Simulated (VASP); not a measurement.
# How k-mesh and PAW data sets change a VASP run on AlN, part 2 of 3

How sensitive are energy, pressure and forces of AlN to the k-mesh and PAW data sets? The atoms are off their equilibrium sites, so that forces can be compared too. The series runs use r2SCAN. The atoms of the start are displaced at random from the sites of a P6_3mc cell.

VASP 6.6.1, plane waves and PAW; the level of theory is named at each step.

So far. Step 6 (K-mesh: 7 7 4): Against the run before the energy moves by -0.53 meV an atom while the pressure stays within 0.01 GPa, after 13 cycles in 54 s.

The database entry behind the starting cell differs from later determinations by our own check (inner coordinate u about 0.002 short), so it need not match the best structure at ambient conditions.

### 7. K-mesh: 10 10 6

Level of this step: r2SCAN; plane waves and PAW (Al, N) (VASP).

File INCAR:

```
SYSTEM = AlN
PREC = Accurate
ENCUT = 520
EDIFF = 1E-06
NELM = 100
ISMEAR = -1
SIGMA = 0.05
LREAL = .FALSE.
ALGO = Normal
METAGGA = R2SCAN
LASPH = .TRUE.
NBANDS = 14
LORBIT = 11
LWAVE = .FALSE.
LCHARG = .FALSE.
KPAR = 4
ISIF = 2
```

File POSCAR:

```
AlN
1.0
    3.1130000000      0.0000000000      0.0000000000
   -1.5565000000      2.6959370820      0.0000000000
    0.0000000000      0.0000000000      4.9810000000
Al N
2 2
Direct
    0.3315550000      0.6708300000      0.0017330000
    0.6592350000      0.3370520000      0.4938710000
    0.3073240000      0.6497040000      0.3687530000
    0.6602270000      0.3297780000      0.8751070000
```

File KPOINTS:

```
Automatic mesh
0
Gamma
10 10 6
0 0 0
```

PAW data sets: Al and N (PBE family, release 64).

On the command line:

```sh
> mpirun -np 4 vasp_std
```

Output:

```text
[... set-up lines as in an earlier step ...]
 entering main loop
       N       E                     dE             d eps       ncg     rms          rms(c)
DAV:   1     0.366393769903E+02    0.36639E+02   -0.77380E+03  8520   0.106E+03
DAV:   2    -0.430566684026E+02   -0.79696E+02   -0.72804E+02 11992   0.212E+02
DAV:   3    -0.470386016730E+02   -0.39819E+01   -0.39638E+01 11314   0.496E+01
DAV:   4    -0.470681499403E+02   -0.29548E-01   -0.29544E-01  9706   0.494E+00
[...]
DAV:  11    -0.383813857080E+02    0.55960E-04   -0.10642E-04 11488   0.100E-01    0.269E-02
DAV:  12    -0.383813841250E+02    0.15830E-05   -0.11481E-05 10084   0.290E-02    0.124E-02
DAV:  13    -0.383813836878E+02    0.43721E-06   -0.16519E-06  8792   0.112E-02
   1 F= -.38381384E+02 E0= -.38381384E+02  d E =-.136516E-10
```

Run time: 2.8 min. Hardware: 4 MPI ranks of AMD EPYC 7R43, shared host; peak memory 0.98 GiB; 11 min of CPU time.

From OUTCAR (step 7):

```text
  Total       -0.3986544     -1.0184626      0.9303706      0.2715970     -0.3900829     -0.2016336
  in kB      -15.2792405    -39.0346476     35.6583413     10.4095050    -14.9507176     -7.7280152
  external PRESSURE =      -6.2185156 kB  Pullay stress =       0.0000000 kB

 POSITION                                       TOTAL-FORCE (eV/Angst)
 -----------------------------------------------------------------------------------
     -0.01202      1.80852      0.00863        -0.096866     -0.347214     -1.293670
      1.52758      0.90867      2.45997        -0.361624     -0.688034      0.160099
     -0.05456      1.75156      1.83676         0.487432      0.760134      1.060080
      1.54199      0.88906      4.35891        -0.028942      0.275114      0.073491
 -----------------------------------------------------------------------------------
    total drift:                                0.000061      0.000440      0.000910

  FREE ENERGIE OF THE ION-ELECTRON SYSTEM (eV)
  ---------------------------------------------------
  free  energy   TOTEN  =       -38.3813836878 eV

  energy  without entropy=      -38.3813836878  energy(sigma->0) =      -38.38138369

[... 1 part as in an earlier step ...]

[... 2 further parts left out ...]
[key lines of the parts left out:]
E-fermi :   6.8665
```

Against the run before the energy moves by -0.05 meV an atom while the pressure stays within 0.01 GPa, after 13 cycles in 2.8 min.

### 8. K-mesh: 12 12 7

INCAR is that of step 7.

POSCAR is that of step 7.

File KPOINTS:

```
Automatic mesh
0
Gamma
12 12 7
0 0 0
```

On the command line:

```sh
> mpirun -np 4 vasp_std
```

Output:

```text
[... set-up lines as in an earlier step ...]
 entering main loop
       N       E                     dE             d eps       ncg     rms          rms(c)
DAV:   1     0.367017964226E+02    0.36702E+02   -0.77269E+03 14168   0.106E+03
DAV:   2    -0.429985495628E+02   -0.79700E+02   -0.72792E+02 19824   0.212E+02
DAV:   3    -0.470383521612E+02   -0.40398E+01   -0.40225E+01 18902   0.500E+01
DAV:   4    -0.470681725258E+02   -0.29820E-01   -0.29816E-01 15998   0.496E+00
[...]
DAV:  11    -0.383813996971E+02    0.49375E-04   -0.10178E-04 19130   0.100E-01    0.269E-02
DAV:  12    -0.383813979951E+02    0.17019E-05   -0.11319E-05 17036   0.287E-02    0.123E-02
DAV:  13    -0.383813976107E+02    0.38441E-06   -0.15723E-06 14144   0.111E-02
   1 F= -.38381398E+02 E0= -.38381398E+02  d E =-.102688E-09
```

It took 4.5 min on 4 MPI ranks; peak memory 1.3 GiB; 18 min of CPU time.

OUTCAR, selected parts (step 8):

```text
  Total       -0.3985875     -1.0183865      0.9299316      0.2715926     -0.3900892     -0.2016354
  in kB      -15.2766743    -39.0317289     35.6415175     10.4093366    -14.9509620     -7.7280842
  external PRESSURE =      -6.2222953 kB  Pullay stress =       0.0000000 kB

 POSITION                                       TOTAL-FORCE (eV/Angst)
 -----------------------------------------------------------------------------------
     -0.01202      1.80852      0.00863        -0.096866     -0.347213     -1.293652
      1.52758      0.90867      2.45997        -0.361622     -0.688030      0.160098
     -0.05456      1.75156      1.83676         0.487434      0.760122      1.060073
      1.54199      0.88906      4.35891        -0.028946      0.275121      0.073481
 -----------------------------------------------------------------------------------
    total drift:                                0.000060      0.000434      0.000880

  FREE ENERGIE OF THE ION-ELECTRON SYSTEM (eV)
  ---------------------------------------------------
  free  energy   TOTEN  =       -38.3813976107 eV

  energy  without entropy=      -38.3813976106  energy(sigma->0) =      -38.38139761

[... 1 part as in an earlier step ...]

[... 2 further parts left out ...]
[key lines of the parts left out:]
E-fermi :   6.7567
```

Against the run before the energy stays within 0.01 meV an atom and the pressure within 0.01 GPa, after 13 cycles in 4.5 min.

### 9. K-mesh: 15 15 8

INCAR is that of step 8.

POSCAR is that of step 8.

File KPOINTS:

```
Automatic mesh
0
Gamma
15 15 8
0 0 0
```

On the command line:

```sh
> mpirun -np 4 vasp_std
```

Output:

```text
[... set-up lines as in an earlier step ...]
 entering main loop
       N       E                     dE             d eps       ncg     rms          rms(c)
DAV:   1     0.363017161783E+02    0.36302E+02   -0.77211E+03 25260   0.106E+03
DAV:   2    -0.430572443268E+02   -0.79359E+02   -0.72661E+02 34968   0.212E+02
DAV:   3    -0.470390913383E+02   -0.39818E+01   -0.39662E+01 33826   0.500E+01
DAV:   4    -0.470681699479E+02   -0.29079E-01   -0.29075E-01 28414   0.493E+00
[...]
DAV:  11    -0.383813935178E+02    0.50582E-04   -0.10250E-04 34000   0.101E-01    0.271E-02
DAV:  12    -0.383813919552E+02    0.15626E-05   -0.11707E-05 30226   0.291E-02    0.127E-02
DAV:  13    -0.383813914592E+02    0.49595E-06   -0.16145E-06 25450   0.112E-02
   1 F= -.38381391E+02 E0= -.38381391E+02  d E =-.979689E-10
```

Elapsed: 7.9 min, on 4 MPI ranks; peak memory 2 GiB; 31 min of CPU time.

From OUTCAR (step 9):

```text
  Total       -0.3989408     -1.0187305      0.9297349      0.2715870     -0.3900866     -0.2016341
  in kB      -15.2902161    -39.0449138     35.6339793     10.4091243    -14.9508610     -7.7280367
  external PRESSURE =      -6.2337169 kB  Pullay stress =       0.0000000 kB

 POSITION                                       TOTAL-FORCE (eV/Angst)
 -----------------------------------------------------------------------------------
     -0.01202      1.80852      0.00863        -0.096864     -0.347215     -1.293665
      1.52758      0.90867      2.45997        -0.361625     -0.688035      0.160109
     -0.05456      1.75156      1.83676         0.487436      0.760134      1.060073
      1.54199      0.88906      4.35891        -0.028947      0.275116      0.073483
 -----------------------------------------------------------------------------------
    total drift:                                0.000059      0.000442      0.000892

  FREE ENERGIE OF THE ION-ELECTRON SYSTEM (eV)
  ---------------------------------------------------
  free  energy   TOTEN  =       -38.3813914592 eV

  energy  without entropy=      -38.3813914591  energy(sigma->0) =      -38.38139146

[... 1 part as in an earlier step ...]

[... 2 further parts left out ...]
[key lines of the parts left out:]
E-fermi :   6.7567
```

Against the run before the energy stays within 0.01 meV an atom and the pressure within 0.01 GPa, after 13 cycles in 7.9 min.

### 10. The k-mesh series as a table

This step: convergence of r2SCAN results with the mesh; plane waves and PAW (VASP 6.6.1).

This step runs nothing: it gathers the runs above.

Differences are taken from the run with 15 15 8. Results of the series, by row:

```
setting     status  energy less the reference (meV/atom)  pressure (GPa)  largest force difference (meV/Å)  gap (eV)  SCF cycles  wall time (s)
  2 2 2  converged                                 301.3          0.6427                             390.7     4.828          12              6
  3 3 2  converged                                 43.15         -0.4974                             75.09     4.898          13            7.6
  4 4 3  converged                                 7.331         -0.6206                             16.67     4.915          13           17.8
  6 6 3  converged                                0.5828         -0.6214                             0.454      4.92          13             32
  7 7 4  converged                               0.05622         -0.6226                             0.245      4.92          13             54
10 10 6  converged                              0.001942         -0.6219                              0.01      4.92          13            165
12 12 7  converged                             -0.001538         -0.6222                             0.013      4.92          13          272.1
15 15 8  converged                                     0         -0.6234                                 0      4.92          13          471.1
```

### 11. PAW data sets: minimal 64: Al N

This step: r2SCAN; plane waves and PAW (Al, N) (VASP 6.6.1).

Data sets differ in which electrons are valence and how hard the partial waves are.

INCAR is that of step 9.

POSCAR is that of step 9.

File KPOINTS:

```
Automatic mesh
0
Gamma
7 7 4
0 0 0
```

On the command line:

```sh
> mpirun -np 4 vasp_std
```

Output:

```text
[... set-up lines as in an earlier step ...]
 entering main loop
       N       E                     dE             d eps       ncg     rms          rms(c)
[... 13 cycles as in an earlier step ...]
   1 F= -.38381167E+02 E0= -.38381167E+02  d E =-.187298E-10
```

Elapsed: 61 s, on 4 MPI ranks; peak memory 0.61 GiB; 4 min of CPU time.

From OUTCAR (step 11):

```text
   NELECT =      16.0000    total number of electrons

 E-fermi :   6.8666

 k-point     1 :       0.0000    0.0000    0.0000
  band No.  band energies     occupation
    ...
      4       4.9056      2.00000
      5       5.0976      2.00000
      6       5.6760      2.00000
      7       5.7441      2.00000
      8       5.8076      2.00000
      9      10.7277      0.00000
     10      13.3319      0.00000
     11      17.3176      0.00000
     12      17.7994      0.00000
     13      17.9526      0.00000
    ...

[... 11 parts as in an earlier step ...]

[... 10 further parts left out ...]
```

This step gave:

| Item | Value |
| --- | --- |
| irreducible k-points | 99 |
| Fermi energy | 6.867 eV |
| pressure | -0.6226 GPa |

The series starts at -9.5953 eV an atom and -0.62 GPa, after 13 cycles in 61 s.

### 12. PAW data sets: recommended 54: Al N

INCAR is that of step 11.

POSCAR is that of step 11.

KPOINTS is that of step 11.

Potentials, in the order of the species: Al and N (PBE family, release 54).

On the command line:

```sh
> mpirun -np 4 vasp_std
```

Output:

```text
[... set-up lines as in an earlier step ...]
 entering main loop
       N       E                     dE             d eps       ncg     rms          rms(c)
[... 13 cycles as in an earlier step ...]
   1 F= -.38381167E+02 E0= -.38381167E+02  d E =-.187298E-10
```

Wall time 60 s (4 MPI ranks); peak memory 0.66 GiB; 3.9 min of CPU time.

OUTCAR, selected parts (step 12):

```text
[... 6 parts as in an earlier step ...]

[... 1 further part left out ...]
[key lines of the parts left out:]
E-fermi :   6.8666
```

With 16 valence electrons the pressure is -0.62 GPa, +0.00 GPa from the first of the series, after 13 cycles in 60 s.

### 13. PAW data sets: GW 64: Al GW N GW

This step: r2SCAN; plane waves and PAW (Al_GW, N_GW) (VASP 6.6.1).

Changes to INCAR since step 12:

```diff
@@ -2,3 +2,3 @@
 PREC = Accurate
-ENCUT = 520
+ENCUT = 550
 EDIFF = 1E-06
```

POSCAR is that of step 12.

KPOINTS is that of step 12.

Potentials, in the order of the species: Al_GW and N_GW (PBE family, release 64).

On the command line:

```sh
> mpirun -np 4 vasp_std
```

Output:

```text
[... set-up lines as in an earlier step ...]
 entering main loop
       N       E                     dE             d eps       ncg     rms          rms(c)
DAV:   1     0.584836257103E+02    0.58484E+02   -0.79507E+03  2772   0.112E+03
DAV:   2    -0.414670474644E+02   -0.99951E+02   -0.87681E+02  4106   0.312E+02
DAV:   3    -0.473126837837E+02   -0.58456E+01   -0.57998E+01  3846   0.638E+01
DAV:   4    -0.474097880385E+02   -0.97104E-01   -0.97065E-01  3294   0.109E+01
[...]
DAV:  10    -0.383609943787E+02   -0.27422E-03   -0.80356E-04  3426   0.273E-01    0.532E-02
DAV:  11    -0.383609778230E+02    0.16556E-04   -0.11819E-04  4704   0.152E-01    0.111E-02
DAV:  12    -0.383609772448E+02    0.57826E-06   -0.83829E-06  3700   0.336E-02
   1 F= -.38360977E+02 E0= -.38360977E+02  d E =-.231430E-10
```

Wall time 59 s (4 MPI ranks); peak memory 0.69 GiB; 3.9 min of CPU time.

Parts of OUTCAR (step 13):

```text
  Total       -0.4416693     -1.0481491      0.8712169      0.2667268     -0.3822663     -0.1978886
  in kB      -16.9278724    -40.1724405     33.3911576     10.2228443    -14.6511307     -7.5844842
  external PRESSURE =      -7.9030518 kB  Pullay stress =       0.0000000 kB

 POSITION                                       TOTAL-FORCE (eV/Angst)
 -----------------------------------------------------------------------------------
     -0.01202      1.80852      0.00863        -0.097428     -0.345981     -1.285863
      1.52758      0.90867      2.45997        -0.358072     -0.681948      0.163335
     -0.05456      1.75156      1.83676         0.483881      0.754580      1.051179
      1.54199      0.88906      4.35891        -0.028381      0.273348      0.071348
 -----------------------------------------------------------------------------------
    total drift:                                0.000608      0.001179      0.006087

  FREE ENERGIE OF THE ION-ELECTRON SYSTEM (eV)
  ---------------------------------------------------
  free  energy   TOTEN  =       -38.3609772448 eV

  energy  without entropy=      -38.3609772447  energy(sigma->0) =      -38.36097724

[... 1 part as in an earlier step ...]

[... 2 further parts left out ...]
[key lines of the parts left out:]
E-fermi :   5.8378
```

A gap read on the k-mesh alone can miss the band edges.

With 16 valence electrons the pressure is -0.79 GPa, -0.17 GPa from the first of the series, after 12 cycles in 59 s.

### 14. PAW data sets: hard 64: Al N h

This step: r2SCAN; plane waves and PAW (Al, N_h) (VASP 6.6.1).

Changes to INCAR since step 13:

```diff
@@ -2,3 +2,3 @@
 PREC = Accurate
-ENCUT = 550
+ENCUT = 990
 EDIFF = 1E-06
```

POSCAR is that of step 13.

KPOINTS is that of step 13.

The projector-augmented-wave data sets are Al and N_h (PBE family, release 64).

On the command line:

```sh
> mpirun -np 4 vasp_std
```

Output:

```text
[... set-up lines as in an earlier step ...]
 entering main loop
       N       E                     dE             d eps       ncg     rms          rms(c)
DAV:   1     0.786182677960E+02    0.78618E+02   -0.10997E+04  2772   0.176E+03
DAV:   2    -0.359304370402E+02   -0.11455E+03   -0.10338E+03  4130   0.254E+02
DAV:   3    -0.465743910865E+02   -0.10644E+02   -0.10556E+02  3738   0.785E+01
DAV:   4    -0.467307940834E+02   -0.15640E+00   -0.15633E+00  3108   0.105E+01
[...]
DAV:  12    -0.383730367191E+02    0.11802E-05   -0.78641E-06  3720   0.253E-02    0.559E-03
DAV:  13    -0.383730354485E+02    0.12706E-05   -0.45113E-07  2280   0.675E-03    0.312E-03
DAV:  14    -0.383730352516E+02    0.19690E-06   -0.94079E-08  1872   0.341E-03
   1 F= -.38373035E+02 E0= -.38373035E+02  d E =-.184826E-10
```

Wall time 2.5 min (4 MPI ranks); peak memory 1.2 GiB.

(Part 2 of 3 ends here.)

[Lines on the potential files, build, host, timing and source positions are cut from VASP's logs without a mark.]

[Logs are printed without paths, hosts, clocks, repeated set-up lines and the standing remarks that a program may print on its own settings, such as how far it seeks lower states.]

[Hosts, paths, dates, database ids (printed as entryN), source tags and the programs' standing remarks are cut or masked in the printed files.]

[A measured line is paired with the nearest computed mode of its activity, which favours agreement.]

[In band tables of VASP the shares of atoms and orbitals are scaled to a sum of 1 inside the atoms' spheres.]
